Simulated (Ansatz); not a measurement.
# Rh: straining the crystal, uniaxial strain along c

The task here is to estimate one member of a computed series from the others.

This is Rh in the hcp structure; at room conditions it is fcc.

Computed with Ansatz 0.2.0 (DFT PBEsol, scalar-relativistic, plane waves, PAW, unless a step's input says otherwise).

### The system as given

Symmetry: P6_3/mmc, No. 194, hexagonal system. Conventional cell: a = 2.731 Å, b = 2.731 Å, c = 4.428 Å, α = 90.00°, β = 90.00°, γ = 120.00°. Rh (site symmetry -6m2) is surrounded by 12 Rh at 2.72 to 2.73 Å.

As a file:

```cif
data_structure
_symmetry_space_group_name_H-M 'P6_3/mmc'
_symmetry_Int_Tables_number 194
_cell_length_a 2.7310
_cell_length_b 2.7310
_cell_length_c 4.4285
_cell_angle_alpha 90.000
_cell_angle_beta 90.000
_cell_angle_gamma 120.000
_cell_volume 28.60
loop_
_atom_site_label
_atom_site_type_symbol
_atom_site_symmetry_multiplicity
_atom_site_Wyckoff_symbol
_atom_site_fract_x
_atom_site_fract_y
_atom_site_fract_z
_atom_site_occupancy
Rh1 Rh 2 c 0.66667 0.33333 0.75000 1
```

Source of the structure: the Materials Project (structure only).

The first run:

(A quick probe on a coarse mesh, which set the mesh and smearing, is not shown.)

input.yaml reads:

```yaml
crystal:
  lattice:
    - [2.7309790422, 0.0, 0.0]
    - [-1.3654895211, 2.3650972278, 0.0]
    - [0.0, 0.0, 4.428489]
  atoms:
    - { symbol: Rh, position: [0.66666667, 0.33333333, 0.75] }
    - { symbol: Rh, position: [0.33333333, 0.66666667, 0.25] }
basis:
  ecutwfc: 420
kpoints:
  mp_grid: { grid: [12, 12, 4] }
hamiltonian:
  xc: pbesol
scf:
  occupations: { method: gaussian, width: 0.1 }
output:
  forces: true
  stress: true
  eigenvalues: true
relax:
  adjacent_minimum: "off"
  f_tol: 0.05
  max_steps: 80
  cell: { stress_tol: 0.5 }
```

Run with:

```bash
> ansatz run input.yaml --threads 1 --pin off --max-ram 2560MiB --backend cpu --events-out ev --progress --plain --runs-dir out
```

Among the steps run: A loose first relaxation; Full relaxation; Reference cell for the strains; Strain -2.0 %; At +2.0 %; The cell strained by -4.0 %; Strain +4.0 %; At -6.0 %; Strain +6.0 %.

One table of the session follows, with a row left open; its other results are not shown here.

Lengths are those of the vectors of the cell that was run; stresses in GPa:

| strain (%) | ΔE (meV/atom) | a (Å) | b (Å) | c (Å) |
| --- | --- | --- | --- | --- |
| -6.0 | 67.9 | 2.749 | 2.749 | 4.069 |
| -4.0 | ? | ? | ? | ? |
| -2.0 | 8.3 | 2.705 | 2.705 | 4.242 |
| +0.0 | 0.0 | 2.689 | 2.689 | 4.329 |
| +2.0 | 5.2 | 2.673 | 2.673 | 4.416 |
| +4.0 | 21.8 | 2.659 | 2.659 | 4.502 |
| +6.0 | 48.4 | 2.648 | 2.648 | 4.589 |

**Question.** Estimate the row for strain (%) = -4.0.

Worked estimate for «ΔE (meV/atom)». A straight line through the neighbours (-6.0, 67.9) and (-2.0, 8.3) gives 67.9 + (8.3 − 67.9) × (-4.0 + 6.0) / (-2.0 + 6.0) = 38.1; a parabola fitted to 3 rows on both sides gives 30.9.

**Answer.** ΔE (meV/atom): 31.0; a (Å): 2.725; b (Å): 2.725; c (Å): 4.156. In «ΔE (meV/atom)» the line misses by +7.1 and the parabola by -0.1.

ΔE is over the unstrained cell. Stress in GPa, positive in compression, on the Cartesian axes of the input. 

Caveats from the session: Warnings in the runs' records: symmetry narrowed by cell relaxation.
